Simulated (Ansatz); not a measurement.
The system is Al.

```
CELL_PARAMETERS angstrom
2.81246 0.00000 0.00000
-1.40623 2.43566 0.00000
0.00000 0.00000 4.86685
ATOMIC_POSITIONS crystal
Al 0.33333 0.66667 0.25000
Al 0.66667 0.33333 0.75000
```

This isn't the form of Al at room conditions, which is fcc.

| Item | Value |
| --- | --- |
| Program | Ansatz 0.2.0 |
| Task | relaxation of cell and atoms |
| Functional | HSE03 |
| Potentials or basis | Ansatz PAW |
| Cutoff | 420 eV (not typed: the program's choice for these potentials) |
| k mesh | 6 × 6 × 3 |
| Occupations | fermi-dirac, width 0.05 eV |
| Spin | no spin polarisation |

At the start: volume 16.67 Å³/atom.

**Question.** How do energy, volume and symmetry change on relaxing?

**Answer.** It ends after 8 steps and the volume is 16.68 Å³/atom (+0.1 %); space group P6_3/mmc (No. 194, to 0.05 Å).

Step by step:
```tsv
step	energy change (eV)	largest force (eV/Å)	volume (Å³)
1	0.0000	0.0000	33.34
2	-0.0683	0.0000	33.55
3	-0.0925	0.0000	33.43
4	-0.0928	0.0000	33.38
5	-0.0928	0.0000	33.35
6	-0.0935	0.0000	33.35
7	-0.0935	0.0000	33.36
8	-0.0935	0.0000	33.36
```

Final structure:
```yaml
crystal:
  lattice:
    - [2.91308, 0.00000, 0.00000]
    - [-1.45654, 2.52280, 0.00000]
    - [0.00000, 0.00000, 4.53970]
  atoms:
    - { symbol: Al, position: [0.33333, 0.66667, 0.25000] }
    - { symbol: Al, position: [0.66667, 0.33333, 0.75000] }
```

Caveat: the k mesh is coarse (spacing up to 0.43 Å⁻¹), so the values aren't converged, least of all with exact exchange; the plane-wave basis is chosen anew once the cell has moved, so the energies of steps on either side of that aren't comparable; the PAW data sets come from PBE, with cores solved anew for the run's functional, which leaves a small shift of forces and pressure.
